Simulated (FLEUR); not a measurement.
**Magnetic state of MnS (Rambergite) from several starts**

Wanted: the moments of MnS (Rambergite) and the energy of each order that was tried.

Program: FLEUR MaX-R8.1. Level of theory: PBE with U = 4 eV on Mn d; all-electron FLAPW, Dirac cores, scalar-relativistic bands. Results are calculated unless marked as measured.

The database entry behind the starting cell differs from later determinations by our own check (about 0.3 % short against later determinations), so it need not match the best structure at ambient conditions.

## 1. The starting structure

Symmetry: P6_3mc, No. 186, hexagonal system. Conventional cell: a = 3.976 Å, b = 3.976 Å, c = 6.432 Å, α = 90.00°, β = 90.00°, γ = 120.00°. Nearest to Mn lie 4 S at 2.41 to 2.48 Å. Nearest to S lie 4 Mn at 2.41 to 2.48 Å. Farther neighbours and most contacts between anions are not listed.

Coordinates:

```xyz
4
Lattice="3.9760 0.0000 0.0000 -1.9880 3.4433 0.0000 0.0000 0.0000 6.4320" Properties=species:S:1:pos:R:3 pbc="T T T"
Mn    0.0000    2.2955    0.0000
Mn    1.9880    1.1478    3.2160
S     0.0000    2.2955    2.4763
S     1.9880    1.1478    5.6923
```

## 2. Start 1: ferro ++

The parallel start is the test of whether parallel moments hold. A Hubbard U acts on the open shell, since semilocal functionals spread its electrons too much.

inpgen writes inp.xml from crystal.txt; cutoffs, mixing, functional, smearing and local orbitals are then set in the file. The k list default-1 (kpts.xml, not shown) is a Γ-centred 8×8×4 mesh; where the ranks do not divide the number of points, some are split in two of half the weight.

Contents of inp.xml:

```
<?xml version="1.0" encoding="UTF-8" standalone="no"?>
<fleurInput fleurInputVersion="0.39">
   <comment>
      MnS
   </comment>
   <calculationSetup>
      <cutoffs Kmax="4.29" Gmax="12.9" GmaxXC="12.9" numbands="0"/>
      <scfLoop itmax="120" minDistance="0.0001" maxIterBroyd="15" imix="Anderson" alpha="0.05" precondParam="0.0" spinf="2.0" sdNocoIR="T"/>
      <coreElectrons ctail="T" frcor="F" kcrel="0" coretail_lmax="0"/>
      <xcFunctional name="pbe" relativisticCorrections="F"/>
      <magnetism jspins="2"/>
      <soc l_soc="F" theta="0.0" phi="0.0" spav="F"/>
      <expertModes spex="0" secvar="F"/>
      <geometryOptimization l_f="F" forcealpha="1.0" forcemix="BFGS" epsdisp="0.00001" epsforce="0.00001"/>
      <ldaU l_linMix="F" mixParam="0.05" spinf="1.0"/>
   </calculationSetup>
   <cell>
      <bzIntegration valenceElectrons="42.0" mode="hist" fermiSmearingEnergy="0.00183747">
         <kPointListSelection listName="default-1"/>
         <xi:include xmlns:xi="http://www.w3.org/2001/XInclude" href="kpts.xml"> </xi:include>
      </bzIntegration>
      <xi:include xmlns:xi="http://www.w3.org/2001/XInclude" href="sym.xml"> </xi:include>
      <bulkLattice scale="1.0">
         <bravaisMatrix>
            <row-1>    7.5135510713529081     0.0000000000188973     0.0000000000000000</row-1>
            <row-2>   -3.7567755356859025     6.5069261004216132     0.0000000000000000</row-2>
            <row-3>    0.0000000000000000     0.0000000000000000    12.1547184334272007</row-3>
         </bravaisMatrix>
      </bulkLattice>
   </cell>
   <atomSpecies>
      <species name="Manganese 4.500" element="Mn" atomicNumber="25">
         <mtSphere radius="2.69" gridPoints="889" logIncrement="0.014"/>
         <atomicCutoffs lmax="10" lnonsphr="8"/>
         <electronConfig flipSpins="F">
            <coreConfig>(1s1/2) (2s1/2) (2p1/2) (2p3/2)</coreConfig>
            <valenceConfig>(3s1/2) (3p1/2) (3p3/2) (4s1/2) (3d3/2) (3d5/2)</valenceConfig>
            <stateOccupation state="(3d3/2)" spinUp="1.75" spinDown="0.25"/>
            <stateOccupation state="(3d5/2)" spinUp="3.0" spinDown="0.0"/>
         </electronConfig>
         <energyParameters s="4" p="4" d="3" f="4"/>
         <ldaU l="2" U="4.0" J="0.0" l_amf="F"/>
         <lo type="SCLO" l="0" n="3" eDeriv="0"/>
         <lo type="SCLO" l="1" n="3" eDeriv="0"/>
      </species>
      <species name="Sulfur (S)" element="S" atomicNumber="16">
         <mtSphere radius="1.75" gridPoints="579" logIncrement="0.02"/>
         <atomicCutoffs lmax="6" lnonsphr="4"/>
         <electronConfig flipSpins="F">
            <coreConfig>(1s1/2) (2s1/2) (2p1/2) (2p3/2)</coreConfig>
            <valenceConfig>(3s1/2) (3p1/2) (3p3/2)</valenceConfig>
            <stateOccupation state="(3p1/2)" spinUp="0.666667" spinDown="0.666667"/>
            <stateOccupation state="(3p3/2)" spinUp="1.333333" spinDown="1.333333"/>
         </electronConfig>
         <energyParameters s="3" p="3" d="3" f="4"/>
      </species>
   </atomSpecies>
   <atomGroups>
      <atomGroup species="Manganese 4.500">
         <relPos label="                   1">1.000/3.000 -1.000/3.000 .0000000000</relPos>
         <relPos label="                   2">-1.000/3.000 1.000/3.000 1.000/2.000</relPos>
         <force calculate="T" relaxXYZ="TTT"/>
      </atomGroup>
      <atomGroup species="Sulfur (S)">
         <relPos label="                   3">1.000/3.000 -1.000/3.000 .3850000000</relPos>
         <relPos label="                   4">-1.000/3.000 1.000/3.000 -.1150000000</relPos>
         <force calculate="T" relaxXYZ="TTT"/>
      </atomGroup>
   </atomGroups>
   <output dos="F" band="F" slice="F">
      <bandDOS minEnergy="-.5*Htr" maxEnergy="0.5*Htr" sigma="0.015" storeEVData="T"/>
      <plotting iplot="0" polar="F">
         <plot TwoD="T" vec1="  1.0  0.0  0.0" vec2="  0.0  1.0  0.0" vec3="  0.0  0.0  1.0" zero="  0.0  0.0  0.0" file="plot"/>
      </plotting>
      <moessbauerParams electricFieldGradient="F" isomerShift="F" coreHyperfine="F" valenceHyperfine="F"/>
   </output>
</fleurInput>
```

Contents of crystal.txt:

```
MnS
&input film=F cartesian=F /
3.97599999997  0.00000000001  0.00000000000
-1.98799999999  3.44331700542  0.00000000000
0.00000000000  0.00000000000  6.43200000000
1.8897261246
1.0 1.0 1.0

4
25 0.33333333333  0.66666666667  0.00000000000 : 4.500
25 0.66666666667  0.33333333333  0.50000000000 : 4.500
16 0.33333333333  0.66666666667  0.38500000000
16 0.66666666667  0.33333333333  0.88500000000

&kpt div1=8 div2=8 div3=4 gamma=T /
```

Command:

```bash
$ OMP_NUM_THREADS=1 inpgen -f crystal.txt > inpgen.log  # inp.xml is then edited as shown
$ OMP_NUM_THREADS=1 mpirun -n 4 fleur_MPI > fleur.log
```

The log of the run:

```text
Welcome to FLEUR        (www.flapw.de)
      MaX-Release 8.1          (www.max-centre.eu)

 ========== k-point set info ==========
 Selected k-point list: default-1
 k-point list type: mesh
 0 x 0 x 0
 Number of k points: 32

 ------------Calculation Setup---------------------------
 Number of MPI-tasks      :            4
 Number of PE/node        :            4
 Number of OMP-threads    :            1
 k-points in parallel     :            4
 pe's per k-point         :            1
 No of k-point loops      :            8
 Eigenvalue solver        :       lapack
 Number of basis functions:          832
 Approximate size of matrices (H+S) per k-point:         0.021 GB
 --------------------------------------------------------
 no density matrix found ... skipping LDA+U
 Reset of history
 Iteration:     1   Distance:       9.03607558 me/bohr^3
 Iteration:     2   Distance:       8.64728096 me/bohr^3
 Iteration:     3   Distance:       7.96257512 me/bohr^3
 Iteration:     4   Distance:       4.05138868 me/bohr^3
 Iteration:     5   Distance:       1.99397056 me/bohr^3
 Iteration:     6   Distance:       1.64426693 me/bohr^3
 Iteration:     7   Distance:       0.32857411 me/bohr^3
 Iteration:     8   Distance:       0.31707823 me/bohr^3
 Iteration:     9   Distance:       0.05472387 me/bohr^3
 Iteration:    10   Distance:       0.03929676 me/bohr^3
 Iteration:    11   Distance:       0.00743170 me/bohr^3
 Iteration:    12   Distance:       0.00672134 me/bohr^3
 Iteration:    13   Distance:       0.00239359 me/bohr^3
 Iteration:    14   Distance:       0.00083695 me/bohr^3
 Iteration:    15   Distance:       0.00052029 me/bohr^3
 Iteration:    16   Distance:       0.00010823 me/bohr^3
 Iteration:    17   Distance:       0.00009841 me/bohr^3

 ********************************************************************
 Run finished successfully
 Stop message:
   all done
 ********************************************************************

--- out.xml (last complete iteration) ---
<iteration numberForCurrentRun="   17" overallNumber="   17">
         [... left out ...]
         <bandgap value="1.4974378692" units="eV"/>
         <sumValenceSingleParticleEnergies value="-30.4679025186" units="Htr"/>
         <FermiEnergy value="0.1755004088" units="Htr"/>
         <valenceDensity>
            <mtCharges spin="1">
               <mtCharge atomType="1" total="9.4652593" s="1.2547015" p="3.3018815" d="4.8656603" f="0.0306843"/>
               <mtCharge atomType="2" total="1.5515634" s="0.5477025" p="0.9888461" d="0.0137699" f="0.0010410"/>
            </mtCharges>
            <mtCharges spin="2">
               <mtCharge atomType="1" total="4.7368820" s="1.1870336" p="3.2123879" d="0.2951019" f="0.0298796"/>
               <mtCharge atomType="2" total="1.5129745" s="0.5418370" p="0.9688430" d="0.0021664" f="0.0000863"/>
            </mtCharges>
            <spinDependentCharge spin="1" total="26.0000000" interstitial="3.9663546" mtSpheres="22.0336454"/>
            <spinDependentCharge spin="2" total="16.0000000" interstitial="3.5002870" mtSpheres="12.4997130"/>
            <totalCharge value="42.0000000000"/>
         </valenceDensity>
         [... left out ...]
         <allElectronCharges>
            <spinDependentCharge spin="1" total="46.0000000" interstitial="3.9676973" mtSpheres="42.0323027"/>
            <spinDependentCharge spin="2" total="36.0000000" interstitial="3.5016279" mtSpheres="32.4983721"/>
            <totalCharge value="81.9999999849"/>
         </allElectronCharges>
         <magneticMomentsInMTSpheres units="muBohr">
            <globalMagMoment atomType="1" vec="0.00000   0.00000   4.72838"/>
            <localMagMoment atomType="1" vec="0.00000   0.00000   4.72838"/>
            <globalMagMoment atomType="2" vec="0.00000   0.00000   0.03859"/>
            <localMagMoment atomType="2" vec="0.00000   0.00000   0.03859"/>
         </magneticMomentsInMTSpheres>
         <moessbauerParams unitsHFF="kG" unitsIS="e/bohr^3" unitsEFG="Htr/bohr^2">
         </moessbauerParams>
         <totalEnergy value="    -3115.7079939502" units="Htr">
            <sumOfEigenvalues value="    -1799.3997645470">
               <coreElectrons value="-1768.9318620284"/>
               <valenceElectrons value="-30.4679025186"/>
            </sumOfEigenvalues>
            <densityCoulombPotentialIntegral value="-4745.2933270279"/>
            <densityEffectivePotentialIntegral value="-4947.6368840099"/>
            <chargeDenXCDenIntegral value="-156.1426539570"/>
            <FockExchangeEnergyValence value="0.0000000000"/>
            <FockExchangeEnergyCore value="0.0000000000"/>
            <atomTypeDependentContributions atomType="1">
               <electronNucleiInteractionDifferentMTs value="2765.3523043515"/>
               <MadelungTerm value="-12.1006893803"/>
            </atomTypeDependentContributions>
            <atomTypeDependentContributions atomType="2">
               <electronNucleiInteractionDifferentMTs value="933.1255425730"/>
               <MadelungTerm value="-25.2765059506"/>
            </atomTypeDependentContributions>
            <dftUCorrection value="-0.6992463134"/>
            <tkbTimesEntropy value="0.0000000000"/>
            <freeEnergy value="-3115.7079939502"/>
            <extrapolationTo0K value="-3115.7079939502"/>
         </totalEnergy>
         <ldaUDensityMatrix>
            <densityMatrixFor spin="1" atomType="1" uIndex="1" l="2" U="4.00000000" J="0.00000000">
               (+0.97464,+0.00000) (+0.00000,+0.00000) (+0.00000,+0.00000) (+0.00000,-0.00594) (+0.00000,+0.00000)
               (+0.00000,+0.00000) (+0.96861,+0.00000) (+0.00000,+0.00000) (+0.00000,+0.00000) (+0.00000,+0.00594)
               (+0.00000,+0.00000) (+0.00000,+0.00000) (+0.97917,+0.00000) (+0.00000,+0.00000) (+0.00000,+0.00000)
               (+0.00000,+0.00594) (+0.00000,+0.00000) (+0.00000,+0.00000) (+0.96861,+0.00000) (+0.00000,+0.00000)
               (+0.00000,+0.00000) (+0.00000,-0.00594) (+0.00000,+0.00000) (+0.00000,+0.00000) (+0.97464,+0.00000)
            </densityMatrixFor>
            <densityMatrixFor spin="2" atomType="1" uIndex="1" l="2" U="4.00000000" J="0.00000000">
               (+0.06732,+0.00000) (+0.00000,+0.00000) (+0.00000,+0.00000) (+0.00016,-0.02690) (+0.00000,+0.00000)
               (+0.00000,+0.00000) (+0.03950,+0.00000) (+0.00000,+0.00000) (+0.00000,+0.00000) (+0.00016,+0.02690)
               (+0.00000,+0.00000) (+0.00000,+0.00000) (+0.08145,+0.00000) (+0.00000,+0.00000) (+0.00000,+0.00000)
               (+0.00016,+0.02690) (+0.00000,+0.00000) (+0.00000,+0.00000) (+0.03950,+0.00000) (+0.00000,+0.00000)
               (+0.00000,+0.00000) (+0.00016,-0.02690) (+0.00000,+0.00000) (+0.00000,+0.00000) (+0.06732,+0.00000)
            </densityMatrixFor>
         </ldaUDensityMatrix>
         <ldaUDensityMatrixConvergence>
            <distance spin="1" distance="0.000001"/>
            <distance spin="2" distance="0.000001"/>
         </ldaUDensityMatrixConvergence>
         <densityConvergence units="me/bohr^3">
            <chargeDensity spin="1" distance="0.0000675929"/>
            <chargeDensity spin="2" distance="0.0000551791"/>
            <overallChargeDensity distance="0.0000984109"/>
            <spinDensity distance="0.0000744470"/>
         </densityConvergence>
      </iteration>
```

The job ended after 92 s (4 MPI ranks of Intel Xeon 6975P-C (Granite Rapids), shared host; peak memory 0.43 GiB).

Spin moment in the muffin-tin sphere by atom:

```
atom  spin moment in the muffin-tin sphere (μB)
 Mn1                                       4.73
 Mn2                                       4.73
  S3                                       0.04
  S4                                       0.04
```

Read from the output:

```yaml
free_energy: -84782.7337 eV
program_s_band_gap_on_this_mesh_in_a_metal_only_a_level_spacing: 1.497 eV
magnetization: 10 μB
final_state: ferromagnetic
```

After 17 cycles the largest moment stands at 4.73 μB.

(Part 1 of 4 ends here.)

[Logs and program files are shortened in this print: banners, set-up blocks, solver, clock and traceback lines can be left out without a mark of their own.]

[Logs are printed without paths, hosts, clocks, repeated set-up lines and the standing remarks that a program may print on its own settings, such as how far it seeks lower states.]

[Hosts, paths, dates, database ids (printed as entryN), source tags and the programs' standing remarks are cut or masked in the printed files.]

[Where a cell is said to come from a database of computed structures, the database is the Materials Project.]
